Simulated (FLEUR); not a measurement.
Runs of FLEUR MaX-R8.1 (later development tree) on TePb. The structure is cubic, space group Fm-3m (No. 225). Conventional cell: a = 6.462 Å, b = 6.462 Å, c = 6.462 Å, α = 90.00°, β = 90.00°, γ = 90.00°. Pb (site symmetry m-3m) has 6 Te at 3.23 Å as nearest neighbours. Te (site symmetry m-3m) has 6 Pb at 3.23 Å as nearest neighbours. 

```tsv
task	level	k mesh	gmax	lmax	max iterations	mixing factor	mixer	kmax	mesh quality	V0 of scaled cells (Å³/atom)	B0 (GPa)
equation of state	AM05	7 × 7 × 7	12.7 1/bohr	Pb 11, Te 11	-	-	-	4.1 1/bohr	not flagged	33.82	42
equation of state	PBE	7 × 7 × 7	25 1/bohr	Pb 13, Te 13	-	-	-	5 1/bohr	not flagged	35.45	(b)
equation of state	WC	7 × 7 × 7	12.7 1/bohr	Pb 11, Te 11	-	-	-	4.1 1/bohr	not flagged	(c)	45
equation of state	LDA	7 × 7 × 7	12.7 1/bohr	Pb 11, Te 11	-	-	-	4.1 1/bohr	not flagged	(a)	49
equation of state	PBE	7 × 7 × 7	17.5 1/bohr	Pb 9, Te 9	-	-	-	3.5 1/bohr	not flagged	35.45	36
```

Alike in all rows: potentials or basis all-electron, FLAPW; no spin polarisation; cell as given; smearing fermi-dirac 0.05 eV.

Estimate the missing entries.

(a) 32.45; (b) 39; (c) 33.46.

Not every run made on this cell is shown here.
